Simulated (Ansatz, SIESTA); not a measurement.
# Ge: 3 runs at one level of theory

```xyz
4
Lattice="4.0504 0.0000 0.0000 -2.0252 3.5078 0.0000 0.0000 0.0000 10.9934" Properties=species:S:1:pos:R:3 pbc="T T T"
Ge    2.0252    1.1693    4.5606
Ge    0.0000    2.3385   10.0573
Ge    0.0000    0.0000    5.2488
Ge    0.0000    0.0000   10.7455
```

This isn't the form of Ge at room conditions, which is diamond.

Alike in all runs: task band structure; functional PBEsol; k mesh 8 × 8 × 3; occupations fermi-dirac, width 0.05 eV; no spin polarisation; no spin-orbit coupling. A missing gap at this level doesn't show that the real crystal is a metal. Pressure is positive in compression and, in plane waves, holds the error of the finite cutoff, which Ansatz's Pulay term estimates and takes out.

| program and potentials | plane-wave cutoff (eV) | notes | band gap (eV) | pressure (GPa) | largest force (eV/Å) |
| --- | --- | --- | --- | --- | --- |
| SIESTA, files PseudoDojo sr-pbesol-0.4.1-standard, DZP (energy shift 0.003 Ry; two zetas on semicore shells) | - | atomic basis; 14 valence electrons an atom on average | no gap | -1.16 | 0.006 |
| Ansatz, PAW datasets made for the crystal | 140 | 4 valence electrons an atom on average | ? | ? | ? |
| Ansatz, all-electron LAPW, scalar-relativistic | - | - | no gap | -1.57 | 0.168 |

Problem. Estimate from the other rows what the run with Ansatz, PAW datasets made for the crystal gave.

Solution. No band gap; pressure -1.57 GPa; largest force 0.167 eV/Å. The other rows, which needn't bracket it: pressure -1.57 to -1.16; largest force 0.006 to 0.168.
